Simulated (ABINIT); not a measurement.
Runs of ABINIT 10.8.3 (patched build) on WS2 (Tungstenite). It takes space group P6_3/mmc (No. 194, hexagonal). The conventional cell has a = 3.180 Å, b = 3.180 Å, c = 12.500 Å, α = 90.00°, β = 90.00°, γ = 120.00°. Around W (site symmetry -6m2) lie 6 S at 2.41 Å. Around S (site symmetry 3m) lie 3 W at 2.41 Å. 

```tsv
level	potentials or basis	k mesh	gap on the mesh (eV)	pressure (GPa)	largest force (eV/Å)
PBEsol	JTH PAW PBE v2.0	6 × 6 × 2	1.01	-2.5	0.11
LDA	JTH PAW LDA v2.0	6 × 6 × 2	(b)	-5.7	0.35
LDA	JTH PAW LDA v2.0	8 × 8 × 2	(a)	-5.8	0.36
PBEsol	JTH PAW PBE v2.0	8 × 8 × 2	1.15	-2.5	0.12
```

Alike in all rows: task single point; no spin polarisation; cell as given; cutoff (eV) 544; smearing fermi-dirac 0.05 eV.

Q: Fill in the values left out.

A: (a) 1.11; (b) 0.97.

Caveats: spin-orbit coupling is left out, which moves the levels of the heavy elements; the PAW data sets were made with another functional, which shifts forces and pressure a little (some runs); this functional lacks dispersion, which binds the layers, so the pressure and a relaxed spacing across them are unreliable (some runs).

A k mesh can miss the band edges, and the runs leave out spin-orbit coupling on W.

Runs at the PBE level aren't shown here.
